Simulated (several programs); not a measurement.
## Many methods on one cell: N (P6_3/mmc)

N (P6_3/mmc) from a database of computed structures, relaxed with r2SCAN+rVV10 in Ansatz, was computed with several methods. The symmetry is P6_3/mmc (No. 194, hexagonal); conventional cell a = 3.580 Å, c = 7.642 Å, 21.21 Å³ an atom. N is surrounded by 1 N at 1.09 Å. No spin polarisation and no zero-point or thermal motion.

```xyz
4
Lattice="3.5804 0.0000 0.0000 -1.7902 3.1007 0.0000 0.0000 0.0000 7.6415" Properties=species:S:1:pos:R:3 pbc="T T T"
N     0.0000    2.0672    2.4573
N     0.0000    2.0672    1.3635
N     1.7902    1.0336    6.2780
N     1.7902    1.0336    5.1842
```

Gaps and times are for a single point on this cell; volume and bulk modulus come from each method's own relaxation or energy curve at fixed shape, which is too stiff where a cell has free coordinates or axes. Times are rough, from shared hosts (AMD EPYC 9R45 96-Core Processor; Arm Neoverse V1; Arm Neoverse V2), and each method has its own mesh and cell size. A double dagger marks a value from a curve with shape and coordinates held. PM6 (MOPAC), PM7 (MOPAC), GFN1-xTB (tblite), GFN2-xTB (tblite) treat a cluster of cells at its zone centre, which samples few k points: where these miss a band edge, the gap comes out too large for that reason alone. Gaps from k meshes are read at a limited set of points (mesh, symmetry points, PBE's band edges), so each method's own least gap may be somewhat smaller. Force fields have no electrons; where one was fitted to this phase, its volume and modulus reflect the fit. xTB and the PM methods were fitted mostly to molecules, and can miss a solid's gap by electronvolts. Minimal bases can be far off for gaps. Times of the plane-wave ladder aren't listed, since it ran on unlike processors and cards. Curves at held shape can't give the bulk modulus of a layered or molecular crystal, so none is listed. GLLB-SC's gap includes the derivative discontinuity. G0W0 is at finite bands, cutoff and mesh. d marks a direct gap, i an indirect one (no mark: not told apart), a dash a value that wasn't computed or didn't pass its checks.

```
                               method              kind  gap (eV)  own volume (Å³/atom)  bulk modulus (GPa)  atoms computed  processor time
                           PBE-D3(BJ)         semilocal         –                 23.47                   –               4               –
                         r2SCAN+rVV10         semilocal         –                 21.19                   –               4               –
                               PBE-D4         semilocal         –                 23.83                   –               4               –
                    BN.extep (LAMMPS)       force field         –                 21.38                   –               4           0.1 s
                 GaN.tersoff (LAMMPS)       force field         –                 21.38                   –               4           0.1 s
                      GaN.sw (LAMMPS)       force field         –                     –                   –               4           0.1 s
                 BNC.tersoff (LAMMPS)       force field         –                     –                   –               4          0.11 s
 light PBE (260 eV and a coarse mesh)  light plane-wave    7.10 i                     –                   –               4          0.69 s
      non-self-consistent DFTB (CP2K)     tight binding    9.12 i                 21.21                   –               4          0.78 s
                    GFN1-xTB (tblite)     tight binding      5.83                21.40‡                   –         cluster          0.88 s
                          PM7 (MOPAC)    semi-empirical     13.33                22.84‡                   –         cluster           1.2 s
                          PM6 (MOPAC)    semi-empirical     12.60                     –                   –         cluster           1.2 s
               PBE/single zeta (GPAW)       small basis    5.98 i                     –                   –               4           2.3 s
                    GFN2-xTB (tblite)     tight binding      4.02                21.37‡                   –         cluster           3.1 s
                                  PBE         semilocal    7.08 i                     –                   –               4               –
                                  LDA         semilocal    6.90 i                     –                   –               4               –
                       PBE/SZV (CP2K)       small basis    6.19 i                     –                   –               4           4.6 s
                               r2SCAN         semilocal    7.74 i                     –                   –               4               –
                      PBE/DZVP (CP2K)       small basis    7.15 i                22.87‡                   –               4             9 s
                              LC-ωPBE            hybrid   15.61 i                     –                   –               4               –
                       GLLB-SC (GPAW)   model potential     11.47                     –                   –               4            16 s
                                 PBE0            hybrid   10.17 i                     –                   –               4               –
                                HSE06            hybrid    9.37 i                     –                   –               4               –
                             DDH-PBE0            hybrid   14.66 i                     –                   –               4               –
                              r2SCAN0            hybrid   10.59 i                     –                   –               4               –
   G0W0@LDA (140 eV screening cutoff)         many-body     13.06                     –                   –               4               –
   G0W0@PBE (220 eV screening cutoff)         many-body     13.31                     –                   –               4               –
 G0W0@HSE06 (140 eV screening cutoff)         many-body     13.95                     –                   –               4               –
G0W0@r2SCAN (210 eV screening cutoff)         many-body     13.76                     –                   –               4               –
```

Against HSE06 (9.37 eV) and with closed or daggered gaps left aside, the nearest gap at the points sampled is that of non-self-consistent DFTB (CP2K) (-0.25 eV) and the farthest that of LC-ωPBE (+6.24 eV). HSE06 is only a yardstick of convenience: for gaps this wide it usually falls short of measured ones, so a larger value can be the better one.

Relaxed on its own, the cell leaves this structure with GaN.sw (LAMMPS), BNC.tersoff (LAMMPS), so no volume is listed.
